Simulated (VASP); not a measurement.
Crystal: PbO.

```xyz
8
Lattice="5.8760 0.0000 0.0000 0.0000 5.4760 0.0000 0.0000 0.0000 4.7430" Properties=species:S:1:pos:R:3 pbc="T T T"
Pb    4.5186    2.8147    1.1858
Pb    1.3574    2.6613    3.5573
Pb    4.5186    5.3993    3.5573
Pb    1.3574    0.0767    1.1858
O     0.7756    3.1870    1.1858
O     5.1004    2.2890    3.5573
O     0.7756    5.0270    3.5573
O     5.1004    0.4490    1.1858
```

- Program: VASP 6.6.1
- Task: single point
- Functional: PBE
- Potentials or basis: VASP PAW PBE potentials, release 64 (Pb_d, O)
- Cutoff: 520 eV
- k mesh: 5 × 5 × 6
- Occupations: fermi-dirac, width 0.05 eV
- Spin: no spin polarisation

On this cell: pressure 2.4 GPa; largest force 0.947 eV/Å; band gap on the k mesh 1.97 eV, indirect (least direct gap 2.15 eV).

The same run follows on a disturbed copy (atoms moved at random, drawn with an rms of 0.05 Å):

```xyz
8
Lattice="5.8760 0.0000 0.0000 0.0000 5.4760 0.0000 0.0000 0.0000 4.7430" Properties=species:S:1:pos:R:3 pbc="T T T"
Pb    4.5370    2.7944    1.1620
Pb    1.3940    2.6636    3.5078
Pb    4.5741    5.3787    3.5749
Pb    1.3696    0.0604    1.2178
O     0.7591    3.2018    1.2040
O     5.1156    2.3275    3.5437
O     0.8107    5.0468    3.5491
O     5.0899    0.4067    1.1240
```

Q: What changes?

A: The energy moves by +6.0 meV/atom; pressure 2.9 GPa; largest force 1.241 eV/Å; band gap on the k mesh 1.93 eV, indirect (least direct gap 2.09 eV).

Forces in eV/Å, atoms in the order of the input:
```
Pb  -0.728 -0.871  0.024
Pb   0.105  0.841  0.142
Pb  -0.834  0.843 -0.068
Pb   0.281 -0.774 -0.159
O    1.208  0.271 -0.086
O   -0.585 -0.415 -0.022
O    1.057 -0.334 -0.042
O   -0.504  0.438  0.210
```

Stress tensor (GPa, compression positive):
```
 7.50  0.11 -0.22
 0.11 -1.33 -0.08
-0.22 -0.08  2.57
```

Caveats: spin-orbit coupling is left out, which as a rule narrows the gap of such compounds by several tenths of an eV; an odd mesh through Γ misses points on the zone boundary, where band edges often lie; the cell's inner coordinates are idealised or old, which leaves forces on the atoms.
